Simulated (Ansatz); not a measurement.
## Equation of state of ZrC under revPBE

The structure is cubic, space group Fm-3m (No. 225). The conventional cell has a = 4.730 Å, b = 4.730 Å, c = 4.730 Å, α = 90.00°, β = 90.00°, γ = 90.00°. Zr (site symmetry m-3m) is surrounded by 6 C at 2.37 Å. C (site symmetry m-3m) is surrounded by 6 Zr at 2.37 Å.

The cell was scaled at fixed shape and fractions and run with Ansatz, Ansatz PAW, cutoff 420 eV; revPBE, k mesh 10 × 10 × 10 on the cell of 2 atoms, fermi-dirac occupations of 0.05 eV, no spin polarisation, no spin-orbit coupling. The potentials were made for PBE. Energies are those that the program minimises, any entropy of the smearing included. For a metal such a mesh isn't converged to the digits shown.

| V (Å³/atom) | energy over the lowest row (meV/atom) |
| --- | --- |
| 12.4343 | 32.41 |
| 12.6989 | 13.26 |
| 12.9634 | 2.73 |
| 13.2280 | 0.00 |
| 13.4925 | ? |
| 13.7571 | 14.94 |
| 14.0217 | 31.34 |

**Question.** Fit the third-order Birch-Murnaghan form, give V0, B0 and B′, and predict the energy left open.

**Answer.** With y = (V0/V)^(2/3), E = E0 + (9 V0 B0/16) [(y - 1)³ B′ + (y - 1)² (6 - 4y)]. Least squares through the rows shown give V0 = 13.1944 Å³/atom, E0 = -0.06 meV, B0 = 215.0 GPa (1 eV/Å³ = 160.218 GPa) and B′ = 4.07, with a largest miss of 0.01 meV. At V = 13.4925 the form with these constants gives 4.29 meV; the run gave 4.29 meV an atom.

The fit describes a stiff solid with an ordinary anharmonic response: compression to 12.4343 Å³/atom costs slightly more than the larger expansion to 14.0217 Å³/atom, as expected when short-range repulsion rises faster than bonding weakens. With B′ = 4.07 the third-order correction is small, since the form reduces to second order when B′ is exactly four. The bulk modulus of 215.0 GPa reflects strong Zr 4d–C 2p covalency, supplemented by charge transfer to carbon; in stoichiometric ZrC the electron count largely fills the bonding states and leaves the Fermi level near a pseudogap. The equilibrium volume lies somewhat above experiment, probably because revPBE's stronger exchange enhancement favours lower densities, which also tends to soften the lattice. Agreement at the omitted volume confirms a smooth interpolation within the sampled range, but is a weak test of B′, which depends mainly on the outer points. Uniform scaling probes only the volumetric response, so the curve says nothing about shear stiffness or the carbon vacancies common in real samples.
